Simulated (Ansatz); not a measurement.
Si in Ansatz, vacancy hop by nudged elastic band

input.yaml:

```yaml
crystal:
  lattice:
    - [0.0, 5.417612, 5.417612]
    - [5.417612, 0.0, 5.417612]
    - [5.417612, 5.417612, 0.0]
  atoms:
    - { symbol: Si, position: [-0.00320246, -0.00242566, 0.00335988] }
    - { symbol: Si, position: [0.13061588, 0.12403607, 0.12252033] }
    - { symbol: Si, position: [0.00091535, 0.00195491, 0.49992456] }
    - { symbol: Si, position: [0.12388682, 0.12517863, 0.62630312] }
    - { symbol: Si, position: [0.00077769, 0.51041619, -0.00047729] }
    - { symbol: Si, position: [0.12487187, 0.62386608, 0.12511793] }
    - { symbol: Si, position: [0.00147269, 0.50326952, 0.50409137] }
    - { symbol: Si, position: [0.11970717, 0.62178951, 0.62897046] }
    - { symbol: Si, position: [0.49865967, 0.00449176, -0.00119581] }
    - { symbol: Si, position: [0.62206865, 0.12340547, 0.12762575] }
    - { symbol: Si, position: [0.49743754, 0.00656401, 0.49926166] }
    - { symbol: Si, position: [0.62081734, 0.1257241, 0.62702072] }
    - { symbol: Si, position: [0.49749561, 0.50080369, 0.00113638] }
    - { symbol: Si, position: [0.62636952, 0.62380128, 0.12432145] }
    - { symbol: Si, position: [0.50437041, 0.49448344, 0.50276112] }
kpoints:
  mp_grid: { grid: [2, 2, 2] }
magnetization:
  spin_polarized: false
scf:
  occupations: { method: gaussian, width: 0.1 }
hamiltonian:
  pseudopotentials: { kind: paw }
  xc: pbe
basis:
  ecutwfc: 420
neb:
  images: 3
  relax_end_points: true
  climbing: true
  f_tol: 0.1
  max_iterations: 40
  order_check: false
  final_atoms:
    - { symbol: Si, position: [-0.00320246, -0.00242566, 0.00335988] }
    - { symbol: Si, position: [0.13061588, 0.12403607, 0.12252033] }
    - { symbol: Si, position: [0.00091535, 0.00195491, 0.49992456] }
    - { symbol: Si, position: [0.12388682, 0.12517863, 0.62630312] }
    - { symbol: Si, position: [0.00077769, 0.51041619, -0.00047729] }
    - { symbol: Si, position: [0.12487187, 0.62386608, 0.12511793] }
    - { symbol: Si, position: [0.00147269, 0.50326952, 0.50409137] }
    - { symbol: Si, position: [0.11970717, 0.62178951, 0.62897046] }
    - { symbol: Si, position: [0.49865967, 0.00449176, -0.00119581] }
    - { symbol: Si, position: [0.62206865, 0.12340547, 0.12762575] }
    - { symbol: Si, position: [0.49743754, 0.00656401, 0.49926166] }
    - { symbol: Si, position: [0.62081734, 0.1257241, 0.62702072] }
    - { symbol: Si, position: [0.49749561, 0.50080369, 0.00113638] }
    - { symbol: Si, position: [0.62636952, 0.62380128, 0.12432145] }
    - { symbol: Si, position: [0.62152008, 0.62459466, 0.6308696] }
```

Launch command:

```bash
ansatz run input.yaml --threads 4 --pin off --max-ram 8192MiB --backend cpu --events-out ev --progress --plain --runs-dir out
```

Origin of the cell: a database entry, scaled a little.

The cell is 2×2×2 cells of Si with one Si taken out; atom 15 (Si) hops into the empty site, 2.35 Å away before the end points are relaxed. All atoms were shaken by about 0.02 Å first.

Output (shortened):

```
SCF iter   1: F=—  HF=-9533.267748 eV  Δρ=2.50e-3  dr2=9.09e-2  defer=4
SCF iter   2: F=—  HF=-9533.251139 eV  Δρ=1.28e-3  dr2=1.41e-2  defer=6
SCF iter   3: F=—  HF=-9533.248297 eV  Δρ=4.16e-4  dr2=1.02e-3  defer=6
SCF iter   4: F=—  HF=-9533.248359 eV  Δρ=1.16e-4  dr2=7.55e-5  defer=6
SCF iter   5: F=—  HF=-9533.248404 eV  Δρ=3.60e-5  dr2=9.43e-6  defer=6
SCF iter   6: F=—  HF=-9533.248407 eV  Δρ=1.21e-5  dr2=1.16e-6  defer=6
SCF iter   7: F=-9533.248407 eV  HF=-9533.248407 eV  Δρ=2.94e-6  dr2=4.34e-8
NEB iter   1: max|band force component| = 5.371e-1 eV/Å  barrier→ = 0.8487 eV  barrier← = 0.8485 eV  Δτ_max = 0.0778 Å  (40 SCF iters)
NEB iter   2: max|band force component| = 1.451e-1 eV/Å  barrier→ = 0.7986 eV  barrier← = 0.7985 eV  CI = image 2  Δτ_max = 0.0249 Å  (21 SCF iters)
NEB iter   3: max|band force component| = 3.254e-2 eV/Å  barrier→ = 0.7849 eV  barrier← = 0.7847 eV  CI = image 2  Δτ_max = 0.0000 Å  (18 SCF iters)
--- NEB band (5 images, 3 band iterations, 79 SCF iterations, 35 more in tests of the images' electronic states and relaxations of end points) ---
  forward barrier  = 0.784893 eV
  backward barrier = 0.784721 eV
  lagrangian_above_aufbau_ev (what the smearing adds, to first order; not taken off the barriers): saddle image -0.030106 eV, end points -0.024697 and -0.024055 eV
  climbing image's point = of an order that was not read
  energies are F+E_penalty+E_count in eV, relative to image 0
  image     s (Å)  Δ vs image 0  max|band force component| (eV/Å)
      0    0.0000      0.000000                                 —
      1    0.5970      0.179888                          3.254e-2
  *   2    1.1944      0.784893                          3.006e-2
      3    1.7926      0.179388                          3.211e-2
      4    2.3904      0.000172                                 —
```

The converged band:

```csv
image,path over all atoms (Å),ΔF (eV),Si x,y,z (Å)
0,0.00,0.000,5.45,5.45,5.44
1,0.60,0.180,5.77,5.77,5.76
2,1.19,0.785,6.11,6.10,6.10
3,1.79,0.179,6.44,6.43,6.43
4,2.39,0.000,6.76,6.74,6.75
```

Relaxed start, forces in eV/Å:

```xyz
15
Lattice="0.000 5.418 5.418 5.418 0.000 5.418 5.418 5.418 0.000" Properties=species:S:1:pos:R:3:forces:R:3 pbc="T T T" image=0
Si    0.009    0.001    0.002    0.003   -0.003    0.000
Si    1.365    1.356    1.357   -0.001    0.000    0.000
Si    2.720    2.713    0.003    0.001    0.002    0.001
Si    4.075    4.064    1.358    0.000    0.000    0.004
Si    2.722    0.001    2.710   -0.002    0.005    0.000
Si    4.076    1.354    4.064   -0.002   -0.002   -0.001
Si    5.459    2.686    2.689   -0.012   -0.003   -0.010
Si    6.786    4.069    4.067    0.001    0.000    0.000
Si    0.007    2.713    2.708   -0.001   -0.003   -0.001
Si    1.360    4.064    4.064    0.000    0.000    0.002
Si    2.691    5.444    2.687    0.003    0.006   -0.001
Si    4.070    6.779    4.063    0.003   -0.001    0.000
Si    2.692    2.682    5.441   -0.003    0.005    0.004
Si    4.072    4.065    6.770    0.001    0.000    0.003
Si    5.452    5.450    5.442    0.010   -0.006   -0.001
```

Highest image (2), forces in eV/Å:

```xyz
15
Lattice="0.000 5.418 5.418 5.418 0.000 5.418 5.418 5.418 0.000" Properties=species:S:1:pos:R:3:forces:R:3 pbc="T T T" image=2
Si    0.010   -0.001   -0.001   -0.010   -0.008   -0.007
Si    1.368    1.358    1.357    0.010    0.009    0.007
Si    2.724    2.714   -0.001    0.002    0.001   -0.027
Si    4.071    4.060    1.357   -0.001   -0.001    0.028
Si    2.725    0.000    2.714    0.000   -0.028    0.000
Si    4.071    1.358    4.060    0.000    0.028    0.000
Si    5.438    2.666    2.666    0.015   -0.011   -0.013
Si    6.775    4.110    4.109   -0.016    0.011    0.012
Si    0.010    2.715    2.714   -0.030   -0.001    0.000
Si    1.368    4.060    4.060    0.030   -0.001    0.002
Si    2.675    5.427    2.664   -0.011    0.017   -0.015
Si    4.118    6.765    4.107    0.010   -0.015    0.013
Si    2.677    2.667    5.427   -0.009   -0.009    0.017
Si    4.121    4.111    6.765    0.011    0.012   -0.018
Si    6.106    6.096    6.097    0.001   -0.004    0.001
```

Relaxed end, forces in eV/Å:

```xyz
15
Lattice="0.000 5.418 5.418 5.418 0.000 5.418 5.418 5.418 0.000" Properties=species:S:1:pos:R:3:forces:R:3 pbc="T T T" image=4
Si    0.013    0.000   -0.002    0.001    0.004    0.006
Si    1.367    1.356    1.354    0.009   -0.001   -0.003
Si    2.722    2.705   -0.004    0.004   -0.001    0.013
Si    4.075    4.060    1.350    0.000   -0.006    0.007
Si    2.717    0.003    2.714    0.008    0.020   -0.001
Si    4.073    1.358    4.067   -0.009   -0.001   -0.008
Si    5.427    2.708    2.709   -0.012    0.001    0.002
Si    6.754    4.089    4.090    0.004    0.004   -0.013
Si    0.017    2.713    2.708    0.011    0.005   -0.002
Si    1.372    4.064    4.064    0.002   -0.007    0.000
Si    2.725    5.414    2.707   -0.003   -0.013   -0.001
Si    4.107    6.745    4.082   -0.015    0.005    0.011
Si    2.723    2.713    5.425    0.000   -0.006   -0.017
Si    4.105    4.099    6.751    0.000   -0.015    0.003
Si    6.759    6.744    6.750    0.000    0.011    0.002
```

Barrier of this path: 0.78 eV forwards, 0.78 eV backwards, after 3 band iterations.

Caveats: the k mesh is coarse if the cell is a metal; a small cell with a neutral vacancy and no spin, whose shape can make like sites unlike; the cell is held at a rescaled volume, and strain moves barriers; the hop was drawn among near neighbours and need not be the easiest path; few images and a loose tolerance, and neither the top nor the ends were tested for their order.

It ran for 37 s on 4 threads of Arm Neoverse V1, on a shared host, peak memory 1.1 GiB, from the program's own first density.
